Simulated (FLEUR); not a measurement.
The system is Zr.

```
CELL_PARAMETERS angstrom
3.23200 0.00000 0.00000
-1.61600 2.79899 0.00000
0.00000 0.00000 5.14700
ATOMIC_POSITIONS crystal
Zr 0.66667 0.33333 0.75000
Zr 0.33333 0.66667 0.25000
```

| Quantity | Value |
| --- | --- |
| Program | FLEUR MaX-R8.1 (later development tree) |
| Task | single point |
| Functional | PBEsol |
| Potentials or basis | all-electron |
| Basis | FLAPW |
| Kmax | 4.1 1/bohr |
| k mesh | 9 × 9 × 5 |
| Occupations | fermi-dirac, width 0.05 eV |
| Spin | no spin polarisation |
| Gmax | 12.7 1/bohr |
| Muffin-tin radii | Zr 2.66 bohr |
| lmax | Zr 10 |
| lnonsphr | Zr 10 |
| Local orbitals a species | Zr 5 |
| Max iterations | 60 |
| Mixing factor | 0.05 |
| Mixer | Anderson |
| Mixer history | 15 |

On this cell: largest force under 0.003 eV/Å; band gap on the k mesh none (metal or under the smearing width).

The same run follows on a disturbed copy (atoms moved at random, drawn with an rms of 0.05 Å):

```xyz
2
Lattice="3.2320 0.0000 0.0000 -1.6160 2.7990 0.0000 0.0000 0.0000 5.1470" Properties=species:S:1:pos:R:3 pbc="T T T"
Zr    1.5928    0.9479    3.8560
Zr    0.0189    1.9105    1.2588
```

Task: What changes?

Result: The energy (extrapolated to zero smearing) moves by +1.0 meV/atom; largest force 0.097 eV/Å; band gap on the k mesh none (metal or under the smearing width).

Forces on the atoms (eV/Å):
```
Zr   0.034  0.024 -0.087
Zr  -0.034 -0.024  0.087
```
